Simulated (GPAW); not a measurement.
# CdS (Fm-3m) in GPAW: notebook

Runs on CdS. Level: PBE. Tasks: dielectric tensor.

All numbers are computed with GPAW 26.7.0; they aren't measurements. Logs are shortened: lines on timing, memory, paths and dates and some standing lists are left out, and cuts for length are marked. The log counts tension as positive stress, the text compression.

**1. The crystal as given**

It takes space group Fm-3m (No. 225, cubic). The conventional cell has a = 5.506 Å, b = 5.506 Å, c = 5.506 Å, α = 90.00°, β = 90.00°, γ = 90.00°. Cd (site symmetry m-3m) has 6 S at 2.75 Å as nearest neighbours. Around S (site symmetry m-3m) lie 6 Cd at 2.75 Å.

Measurements of this composition are mostly on another form, of space group No. 186.

**2. Dielectric tensor, PBE**

run.py reads:

```python
import numpy as np
from ase import Atoms
from ase.dft.bandgap import bandgap
from ase.io import write
from gpaw import GPAW, PW
from gpaw.response.df import DielectricFunction

atoms = Atoms(['Cd', 'S'],
              cell=[[0.0, 2.753244, 2.753244],
                    [2.753244, 0.0, 2.753244],
                    [2.753244, 2.753244, 0.0]],
              scaled_positions=[[0.0, 0.0, 0.0],
                                [0.5, 0.5, 0.5]],
              pbc=True)

calc = GPAW(mode=PW(450),
            xc='PBE',
            kpts={'size': (7, 7, 7), 'gamma': True},
            occupations={'name': 'fermi-dirac', 'width': 0.001},
            nbands=18,
            convergence={'density': 1e-06},
            maxiter=150,
            txt='gpaw.txt')
atoms.calc = calc
energy = atoms.get_potential_energy()
calc.write('gs.gpw')
write('result.traj', atoms)
print(f'Energy: {energy:.6f} eV')
print('Fermi level:', round(calc.get_fermi_level(), 4), 'eV')
print(f'Gap: {bandgap(calc)[0]:.4f} eV, direct: {bandgap(calc, direct=True)[0]:.4f} eV')

for size in [(21, 21, 21)]:
    name = 'x'.join(str(n) for n in size)
    dense = calc.fixed_density(kpts={'size': size, 'gamma': True},
                               nbands=35, convergence={'bands': 29, 'eigenstates': 1e-7},
                               update_fermi_level=True, txt=f'dense-{name}.txt')
    dense.write(f'{name}.gpw', mode='all')
    df = DielectricFunction(f'{name}.gpw', frequencies=np.array([0.0]), hilbert=False, eta=0.001,
                            ecut=80, nbands=29, intraband=False, txt=f'df-{name}.txt')
    for xc in ['RPA']:
        for direction in ['x', 'y', 'z', [0, 1, 1], [1, 0, 1], [1, 1, 0]]:
            e0, e = df.get_macroscopic_dielectric_constant(xc=xc, direction=direction)
            print(f'{name} {xc} {direction}: {e0:.4f} without, {e:.4f} with local fields')
```

Potentials or basis: GPAW PAW data sets (gpaw-data 1.2.1), pw.

Command:

```
$ OMP_NUM_THREADS=1 python run.py
```

gpaw.txt:

```text
__  _  _
 | _ |_)|_||  |
 |__||  | ||/\| - 26.7.0

Input parameters:
  mode=PW(ecut=450.00000000000006),
  convergence={'density': 1e-06},
  kpts=MonkhorstPack(size=(7, 7, 7), gamma=True),
  maxiter=150,
  nbands=18,
  occupations=Occupations(name='fermi-dirac', width=0.001),
  xc=XC(name='PBE')

Diagonalizing LCAO Hamiltonian
Converting LCAO to pw mode

                S

       Cd

Atoms  # Å, Bohr magnetons
|   | symbol |        x |        y |        z |    initial magnetic moments |
|---|--------|----------|----------|----------|-----------------------------|
| 0 |     Cd | 0.000000 | 0.000000 | 0.000000 | ( 0.0000,  0.0000,  0.0000) |
| 1 |      S | 2.753244 | 2.753244 | 2.753244 | ( 0.0000,  0.0000,  0.0000) |

Unit cell  # Å
| periodic |        x |        y |        z |  lengths |    angles |
|----------|----------|----------|----------|----------|-----------|
|      yes | 0.000000 | 2.753244 | 2.753244 | 3.893675 | 60.000000 |
|      yes | 2.753244 | 0.000000 | 2.753244 | 3.893675 | 60.000000 |
|      yes | 2.753244 | 2.753244 | 0.000000 | 3.893675 | 60.000000 |

Number of symmetries: 48
Symmetry operations  # r_c * U_cc + t_c -> r_c
|    | kind |            matrix            |
|----|------|------------------------------|
|  0 |  σ   |  1, 0, 0,  1, 0,-1,  1,-1, 0 |
|  1 |  C2  |  1, 0, 0,  1,-1, 0,  1, 0,-1 |
|  2 |  E   |  1, 0, 0,  0, 1, 0,  0, 0, 1 |
|  3 |  σ   |  1, 0, 0,  0, 0, 1,  0, 1, 0 |
|  4 |  C4  |  1, 0,-1,  1, 0, 0,  1,-1, 0 |
|  5 |  S6  |  1, 0,-1,  1,-1, 0,  1, 0, 0 |
|  6 |  σ   |  1, 0,-1,  0, 1,-1,  0, 0,-1 |
|  7 |  C3  |  1, 0,-1,  0, 0,-1,  0, 1,-1 |
|  8 |  S6  |  1,-1, 0,  1, 0, 0,  1, 0,-1 |
|  9 |  C4  |  1,-1, 0,  1, 0,-1,  1, 0, 0 |
| 10 |  C3  |  1,-1, 0,  0,-1, 1,  0,-1, 0 |
| 11 |  σ   |  1,-1, 0,  0,-1, 0,  0,-1, 1 |
| 12 |  σ   |  0, 1, 0,  1, 0, 0,  0, 0, 1 |
| 13 |  C4  |  0, 1, 0,  0, 1,-1, -1, 1, 0 |
| 14 |  C3  |  0, 1, 0,  0, 0, 1,  1, 0, 0 |
| 15 |  S6  |  0, 1, 0, -1, 1, 0,  0, 1,-1 |
| 16 |  C2  |  0, 1,-1,  1, 0,-1,  0, 0,-1 |
| 17 |  σ   |  0, 1,-1,  0, 1, 0, -1, 1, 0 |
| 18 |  S4  |  0, 1,-1,  0, 0,-1,  1, 0,-1 |
| 19 |  C4  |  0, 1,-1, -1, 1, 0,  0, 1, 0 |
| 20 |  C3  |  0, 0, 1,  1, 0, 0,  0, 1, 0 |
| 21 |  σ   |  0, 0, 1,  0, 1, 0,  1, 0, 0 |
| 22 |  S6  |  0, 0, 1,  0,-1, 1, -1, 0, 1 |
| 23 |  C4  |  0, 0, 1, -1, 0, 1,  0,-1, 1 |
| 24 |  S4  |  0, 0,-1,  1, 0,-1,  0, 1,-1 |
| 25 |  C3  |  0, 0,-1,  0, 1,-1,  1, 0,-1 |
| 26 |  C2  |  0, 0,-1,  0,-1, 0, -1, 0, 0 |
| 27 |  S6  |  0, 0,-1, -1, 0, 0,  0,-1, 0 |
| 28 |  S4  |  0,-1, 1,  1,-1, 0,  0,-1, 0 |
| 29 |  C4  |  0,-1, 1,  0, 0, 1, -1, 0, 1 |
| 30 |  C2  |  0,-1, 1,  0,-1, 0,  1,-1, 0 |
| 31 |  σ   |  0,-1, 1, -1, 0, 1,  0, 0, 1 |
| 32 |  C3  |  0,-1, 0,  1,-1, 0,  0,-1, 1 |
| 33 |  S6  |  0,-1, 0,  0, 0,-1, -1, 0, 0 |
| 34 |  S4  |  0,-1, 0,  0,-1, 1,  1,-1, 0 |
| 35 |  C2  |  0,-1, 0, -1, 0, 0,  0, 0,-1 |
| 36 |  C2  | -1, 1, 0,  0, 1, 0,  0, 1,-1 |
| 37 |  S6  | -1, 1, 0,  0, 1,-1,  0, 1, 0 |
| 38 |  S4  | -1, 1, 0, -1, 0, 1, -1, 0, 0 |
| 39 |  C3  | -1, 1, 0, -1, 0, 0, -1, 0, 1 |
| 40 |  S6  | -1, 0, 1,  0, 0, 1,  0,-1, 1 |
| 41 |  C2  | -1, 0, 1,  0,-1, 1,  0, 0, 1 |
| 42 |  C3  | -1, 0, 1, -1, 1, 0, -1, 0, 0 |
| 43 |  S4  | -1, 0, 1, -1, 0, 0, -1, 1, 0 |
| 44 |  C2  | -1, 0, 0,  0, 0,-1,  0,-1, 0 |
| 45 |  i   | -1, 0, 0,  0,-1, 0,  0, 0,-1 |
| 46 |  σ   | -1, 0, 0, -1, 1, 0, -1, 0, 1 |
| 47 |  C2  | -1, 0, 0, -1, 0, 1, -1, 1, 0 |

BZ-sampling:
  Number of BZ points: 343
  Number of IBZ points: 20

  Monkhorst-Pack size: [7, 7, 7]
  Monkhorst-Pack shift: [0, 0, 0]

K-points  # in reciprocal-cell coordinates
|     |                                coordinates |     weight |
|-----|--------------------------------------------|------------|
|   0 | (  0.00000000,   0.00000000,   0.00000000) | 0.00291545 |
|   1 | (  0.14285714,   0.14285714,   0.00000000) | 0.01749271 |
|   2 | (  0.14285714,   0.14285714,   0.14285714) | 0.02332362 |
|   3 | (  0.28571429,   0.14285714,   0.14285714) | 0.03498542 |
|   4 | (  0.28571429,   0.28571429,   0.00000000) | 0.01749271 |
|   5 | (  0.28571429,   0.28571429,   0.14285714) | 0.06997085 |
|   6 | (  0.28571429,   0.28571429,   0.28571429) | 0.02332362 |
|   7 | (  0.42857143,  -0.28571429,  -0.28571429) | 0.03498542 |
|   8 | (  0.42857143,   0.28571429,  -0.42857143) | 0.13994169 |
|   9 | (  0.42857143,   0.28571429,  -0.28571429) | 0.06997085 |
| ... |                                            |            |
|  19 | (  0.42857143,   0.42857143,   0.42857143) | 0.02332362 |

Plane wave coefficients: 914
Cutoff: 450.00000000000006 eV

Spin-components: 1 (collinear spins)
Bands:           18
Projectors:      11
Spin-degeneracy: 2
Datatype:        complex128

Parallelization:
  kpt:    1
  domain: 1
  band:   1

Density:
  Valence electrons: 18.0
  Components: 1
  Grid points: [20 20 20]
  Charge: 0.0  # |e|

Potential:
  Grid points: [20 20 20]

species:
  Cd:
    name:    Cadmium
    Z:       48.0
    valence: 12
    core:    36
    charge:  0.0  # [|e|]
    compensation charges:
      type: gauss
      rc: 0.38  # [Å]
      lmax: 2
    cutoffs:
      filter: 2.12  # [Å]
      core: 2.62  # [Å]
    projectors
    | kind |    occ | energy [eV] | rcut [Å] |
    |------|--------|-------------|----------|
    |   5s |  2.000 |      -5.655 |    1.191 |
    |   5p |  0.000 |      -1.186 |    1.228 |
    |   4d | 10.000 |     -11.739 |    1.164 |
    |    s |        |      21.556 |    1.191 |
    |    p |        |      26.026 |    1.228 |
    |    d |        |      15.473 |    1.164 |

    Using partial waves for Cd as LCAO basis

  S:
    name:    Sulfur
    Z:       16.0
    valence: 6
    core:    10
    charge:  0.0  # [|e|]
    compensation charges:
      type: gauss
      rc: 0.24  # [Å]
      lmax: 2
    cutoffs:
      filter: 1.77  # [Å]
      core: 1.66  # [Å]
    projectors
    | kind |    occ | energy [eV] | rcut [Å] |
    |------|--------|-------------|----------|
    |   3s |  2.000 |     -17.254 |    0.974 |
    |   3p |  4.000 |      -7.008 |    0.979 |
    |    s |        |       9.957 |    0.974 |
    |    p |        |      20.203 |    0.979 |
    |    d |        |       0.000 |    0.900 |

    Using partial waves for S as LCAO basis

Reference energy: -163030.738234  # eV

eigensolver:
  PPCG
  Converge bands: occupied
  niter=2

density mixing:
  MSR1-Mixer
  Pratt-step length: 0.05
  Maximum mixing coefficient: 0.75
  Old densities: 10
  SVD Regularization: 0.005
  Good broyden scale: 1.0
  Trust region scale: 1.0
  Backstep threshold: 4.0
  History deletion threshold: 6.0
  Fourier metric: weight=20.0, sigma=0.015

occupation numbers:
  Fermi-Dirac:
    width: 0.0010  # eV

poisson solver:
  ecut: 3600.0000000000005  # eV

xc functional:
  name: PBE with 2 nearest neighbor stencil

convergence criteria:
- Maximum integral of absolute [dens]ity change: 1e-06 electrons / valence electron
- Maximum [total energy] change in last 3 cyles: 0.0005 eV / valence electron
- Maximum integral of absolute [eigenst]ate change: 4e-08 eV^2 / valence electron
maximum number of iterations: 150

SCF iterations
|iter     | |      energy | eigst |  dens |
|---------|-|-------------|-------|-------|
|iter:   1| |   -6.589707 | -0.65 |       |
|iter:   2| |   -6.464179 | -2.42 | -1.11 |
|iter:   3| |   -6.029254 | -1.47 | -1.15 |
|iter:   4| |   -6.026984 | -3.58 | -1.76 |
|iter:   5| |   -6.026696c| -4.08 | -2.21 |
|iter:   6| |   -6.026723c| -5.94 | -3.15 |
|iter:   7| |   -6.026729c| -6.77 | -3.60 |
|iter:   8| |   -6.026729c| -7.71c| -4.89 |
|iter:   9| |   -6.026729c| -8.43c| -5.39 |
|iter:  10| |   -6.026729c| -8.88c| -6.25c|

Converged in 10 steps
Energy contributions relative to reference atoms: (reference = -163030.738234)

Energy contributions:
  Kinetic:          17.053819
  Coulomb:         -15.098757
  Zero:              0.123993
  External:          0.000000
  Xc:               -8.105784
  Entropy:          -0.000000
  Spinorbit:         0.000000
  ----------------------------
  Free energy:      -6.026729
  Extrapolated:     -6.026729

dipole moment: (-17.984727, -17.984727, -17.984727)  # |e|*Ang

Fermi level: 5.461
Eigenvalues  # (at kpt = [0.000, 0.000, 0.000])
| band index |      eig [eV] | occ [0-2] |
|------------|---------------|-----------|
|          0 |        -7.237 |     2.000 |
|          1 |        -2.093 |     2.000 |
|          2 |        -2.093 |     2.000 |
|          3 |        -2.093 |     2.000 |
|          4 |        -2.093 |     2.000 |
|          5 |        -2.093 |     2.000 |
[... 10 lines left out ...]
|         16 |        16.700 |     0.000 |
|         17 |        17.488 |     0.000 |

Gap: 0.499 eV
Transition (v -> c):
  (s=0, k=12, n=8, [0.43, 0.29, 0.29]) -> (s=0, k=16, n=9, [0.43, 0.43, 0.00])
Direct/indirect transitions are different
Direct gap: 1.554 eV
Transition at: (s=0, k=0, n=8, [0.00, 0.00, 0.00])
# Writing to gs.gpw (mode='')
```

Wall time 2.2 min (1 thread of Arm Neoverse V2, shared host); peak memory 0.49 GiB.

What came out:

| Quantity | Value |
| --- | --- |
| Free energy | -6.0267 eV |
| Band gap on the k mesh | 0.50 eV, indirect (least direct gap 1.55 eV) |
| Electronic dielectric tensor (diagonal) | 8.54 |

Electronic dielectric tensor:
```
8.54 0.00 0.00
0.00 8.54 0.00
0.00 0.00 8.54
```

Caveat: the gap is small at this level, which inflates the dielectric constant; the long-wavelength limit can be off by several per cent where d states take part; an odd mesh through Γ misses points on the zone boundary, where band edges often lie.

**3. Dielectric tensor, PBE**

This run uses another cell than the first one, of 21.29 Å³/atom, 1.020 times its volume.

run.py: that of step 2 with these lines changed.

```diff
@@ -8,5 +8,5 @@
 atoms = Atoms(['Cd', 'S'],
-              cell=[[0.0, 2.753244, 2.753244],
-                    [2.753244, 0.0, 2.753244],
-                    [2.753244, 2.753244, 0.0]],
+              cell=[[0.0, 2.7714779354, 2.7714779354],
+                    [2.7714779354, 0.0, 2.7714779354],
+                    [2.7714779354, 2.7714779354, 0.0]],
               scaled_positions=[[0.0, 0.0, 0.0],
```

Potentials or basis: GPAW PAW data sets (gpaw-data 1.2.1), pw.

Command:

```
$ OMP_NUM_THREADS=1 python run.py
```

gpaw.txt:

```text
__  _  _
 | _ |_)|_||  |
 |__||  | ||/\| - 26.7.0

Input parameters:
  mode=PW(ecut=450.00000000000006),
  convergence={'density': 1e-06},
  kpts=MonkhorstPack(size=(7, 7, 7), gamma=True),
  maxiter=150,
  nbands=18,
  occupations=Occupations(name='fermi-dirac', width=0.001),
  xc=XC(name='PBE')

Diagonalizing LCAO Hamiltonian
Converting LCAO to pw mode

                S

       Cd

Atoms  # Å, Bohr magnetons
|   | symbol |        x |        y |        z |    initial magnetic moments |
|---|--------|----------|----------|----------|-----------------------------|
| 0 |     Cd | 0.000000 | 0.000000 | 0.000000 | ( 0.0000,  0.0000,  0.0000) |
| 1 |      S | 2.771478 | 2.771478 | 2.771478 | ( 0.0000,  0.0000,  0.0000) |

Unit cell  # Å
| periodic |        x |        y |        z |  lengths |    angles |
[... 192 lines left out ...]
|iter:   1| |   -6.591193 | -0.67 |       |
|iter:   2| |   -6.462935 | -2.43 | -1.11 |
|iter:   3| |   -6.022865 | -1.47 | -1.15 |
|iter:   4| |   -6.020540 | -3.57 | -1.76 |
|iter:   5| |   -6.020275c| -4.13 | -2.21 |
|iter:   6| |   -6.020302c| -5.99 | -3.18 |
|iter:   7| |   -6.020307c| -6.78 | -3.61 |
|iter:   8| |   -6.020307c| -7.74c| -4.93 |
|iter:   9| |   -6.020307c| -8.44c| -5.39 |
|iter:  10| |   -6.020307c| -8.92c| -6.25c|

Converged in 10 steps
Energy contributions relative to reference atoms: (reference = -163030.738234)

Energy contributions:
  Kinetic:          15.800034
  Coulomb:         -14.119275
  Zero:              0.126571
  External:          0.000000
  Xc:               -7.827637
  Entropy:          -0.000000
  Spinorbit:         0.000000
  ----------------------------
  Free energy:      -6.020307
  Extrapolated:     -6.020307

dipole moment: (-18.099969, -18.099969, -18.099969)  # |e|*Ang

Fermi level: 5.235
Eigenvalues  # (at kpt = [0.000, 0.000, 0.000])
| band index |      eig [eV] | occ [0-2] |
|------------|---------------|-----------|
|          0 |        -7.347 |     2.000 |
|          1 |        -2.300 |     2.000 |
|          2 |        -2.300 |     2.000 |
|          3 |        -2.299 |     2.000 |
|          4 |        -2.299 |     2.000 |
|          5 |        -2.299 |     2.000 |
[... 10 lines left out ...]
|         16 |        16.487 |     0.000 |
|         17 |        17.190 |     0.000 |

Gap: 0.495 eV
Transition (v -> c):
  (s=0, k=12, n=8, [0.43, 0.29, 0.29]) -> (s=0, k=16, n=9, [0.43, 0.43, 0.00])
Direct/indirect transitions are different
Direct gap: 1.427 eV
Transition at: (s=0, k=0, n=8, [0.00, 0.00, 0.00])
# Writing to gs.gpw (mode='')
```

stdout:

```text
Energy: -6.020307 eV
Fermi level: 5.235 eV
Gap: 0.4952 eV, direct: 1.4271 eV
21x21x21 RPA x: 9.4387 without, 8.6239 with local fields
21x21x21 RPA y: 9.4387 without, 8.6239 with local fields
21x21x21 RPA z: 9.4387 without, 8.6239 with local fields
21x21x21 RPA [0, 1, 1]: 9.4387 without, 8.6239 with local fields
21x21x21 RPA [1, 0, 1]: 9.4387 without, 8.6239 with local fields
21x21x21 RPA [1, 1, 0]: 9.4387 without, 8.6239 with local fields
```

df-21x21x21.txt:

```text
FrequencyGridDescriptor(from 0.000 to 0.000 eV, 1 points)
FrequencyGridDescriptor(from 0.000 to 0.000 eV, 1 points)

Calculating chi0 body with:
    Ground state adapter containing:
    Number of spins: 1
    Number of kpoints: 9261
    Number of irreducible kpoints: 286
    Number of completely occupied states: 9
    Number of partially occupied states: 9

    Linear response parametrization:
    q_c: [0.0, 0.0, 0.0]
    Number of frequency points: 1
    Planewave cutoff: 80.0
    Number of bands: 29
    Number of planewaves: 65
    Broadening (eta): 0.001

Integrating chi0 body.

Symmetries of q_c:
    Direct symmetries (Uq -> q): 48
    Indirect symmetries (TUq -> q): 0
In total 48 allowed symmetries.

Integral kind: response function

Calculating chi0 optical extensions with:
    Ground state adapter containing:
    Number of spins: 1
    Number of kpoints: 9261
    Number of irreducible kpoints: 286
    Number of completely occupied states: 9
    Number of partially occupied states: 9

    Linear response parametrization:
    Number of frequency points: 1
    Planewave cutoff: 80.0
    Number of bands: 29
    Number of planewaves: 65
    Broadening (eta): 0.001
Integrating chi0 head and wings.

Symmetries of q_c:
    Direct symmetries (Uq -> q): 48
    Indirect symmetries (TUq -> q): 0
In total 48 allowed symmetries.

Integral kind: response function wings

Finished calculating chi0
```

It took 2.3 min on 1 thread of Arm Neoverse V2, shared host; peak memory 0.49 GiB.

Results:

```
Free energy                             : -6.0203 eV
Band gap on the k mesh                  : 0.50 eV, indirect (least direct gap 1.43 eV)
Electronic dielectric tensor (diagonal) : 8.62
```

Electronic dielectric tensor:
```
8.62 0.00 0.00
0.00 8.62 0.00
0.00 0.00 8.62
```

Caveat: the gap is small at this level, which inflates the dielectric constant; the long-wavelength limit can be off by several per cent where d states take part; an odd mesh through Γ misses points on the zone boundary, where band edges often lie.

[end of part 1 of 2]
